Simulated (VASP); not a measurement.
Write the native input for VASP 6.6.1 that does the following.

| Property | Result |
| --- | --- |
| Task | relaxation of cell and atoms |
| Functional | r2SCAN |
| Potentials or basis | VASP PAW PBE potentials, release 64 (Zn, O) |
| Cutoff | 600 eV |
| k mesh | 9 × 9 × 5 |
| Occupations | gaussian, width 0.03 eV |
| Spin | no spin polarisation |
| Further INCAR settings | ALGO = Normal; EDIFF = 1e-06; IBRION = 2; EDIFFG = -0.01; NSW = 90; ISIF = 3 |

The structure of ZnO (zincite) lies in POSCAR:

```
ZnO
1.0
    3.2493080000      0.0000000000      0.0000000000
   -1.6246540000      2.8139832727      0.0000000000
    0.0000000000      0.0000000000      5.2057090000
Zn O
2 2
Direct
    0.3333333333      0.6666666667      0.5000000000
    0.6666666667      0.3333333333      0.0000000000
    0.6666666667      0.3333333333      0.3790100000
    0.3333333333      0.6666666667      0.8790100000
```

The input as run:

INCAR

```
ALGO = Normal
EDIFF = 1E-6
EDIFFG = -0.01
ENCUT = 600
IBRION = 2
ISIF = 3
ISMEAR = 0
LASPH = T
LCHARG = F
LMIXTAU = T
LREAL = F
LWAVE = F
METAGGA = R2SCAN
NELM = 80
NSW = 90
PREC = Accurate
SIGMA = 0.03
```

KPOINTS

```
k-points
0
Gamma
  9 9 5
```

Potentials or basis: VASP PAW PBE potentials, release 64 (Zn, O).

Command:

```sh
$ cat potpaw_PBE.64/Zn/POTCAR potpaw_PBE.64/O/POTCAR > POTCAR
$ mpirun -np 1 vasp_std > vasp.out
```

Results of the run:

```json
{
  "Relaxed volume": "11.87 Å³/atom",
  "Relaxed cell": "a = 3.241 Å, b = 3.241 Å, c = 5.217 Å, α = 90.00°, β = 90.00°, γ = 120.00°",
  "Space group after relaxing (to 0.05 Å)": "P6_3mc (No. 186)",
  "Energy gained by relaxing": "0.3 meV/atom",
  "Ionic steps": "7",
  "Pressure after relaxing": "0.0 GPa",
  "Largest force after relaxing": "0.009 eV/Å",
  "Band gap on the k mesh": "1.23 eV, direct"
}
```

Caveat: the PAW data sets were made with another functional, which shifts forces and pressure a little.

Wall time 14 min on 1 thread of Intel(R) Xeon(R) Platinum 8259CL CPU @ 2.50GHz (Skylake/Cascade Lake) (shared host), peak memory 0.21 GiB.
